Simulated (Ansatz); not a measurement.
A run of Ansatz 0.2.0 is set up as follows.

The input input.yaml:

```yaml
crystal:
  lattice:
    - [4.37464, 0.0, 0.0]
    - [-2.18732, 3.78855, 0.0]
    - [0.0, 0.0, 2.56101]
  atoms:
    - { symbol: Ti, position: [0.0, 0.0, 0.0] }
    - { symbol: Si, position: [0.33333, 0.66667, 0.5] }
    - { symbol: Si, position: [0.66667, 0.33333, 0.5] }
hamiltonian:
  xc: pbe
  pseudopotentials: { kind: nc, accuracy: stringent }
kpoints:
  mp_grid: { grid: [7, 7, 10] }
scf:
  occupations: { method: fermi_dirac, width: 0.05 }
output:
  forces: true
  stress: true
  eigenvalues: true
relax:
  f_tol: 0.01
  max_steps: 40
  cell: { stress_tol: 0.05 }
```

Potentials or basis: PseudoDojo stringent (PBE files).

Command:

```bash
$ ansatz run input.yaml --threads 2 --pin off --max-ram 5632MiB --backend cpu --events-out ev --progress --plain --runs-dir out
```

What does it give for the space group after relaxing (to 0.05 Å)?

P6/mmm (No. 191).

Predict the band gap on the k mesh.

none (metal or under the smearing width).

Predict the relaxed cell.

a = 4.383 Å, b = 4.383 Å, c = 2.550 Å, α = 90.00°, β = 90.00°, γ = 120.00°.

Estimate the relaxed volume.

14.14 Å³/atom.

The path:
```
step  energy change (eV)  largest force (eV/Å)  volume (Å³)
   1              0.0000                0.0000        42.45
   2             -0.0003                0.0000        42.40
   3             -0.0005                0.0000        42.42
   4             -0.0005                0.0000        42.42
```

Caveat: the plane-wave basis is chosen anew once the cell has moved, so the energies of steps on either side of that aren't comparable.
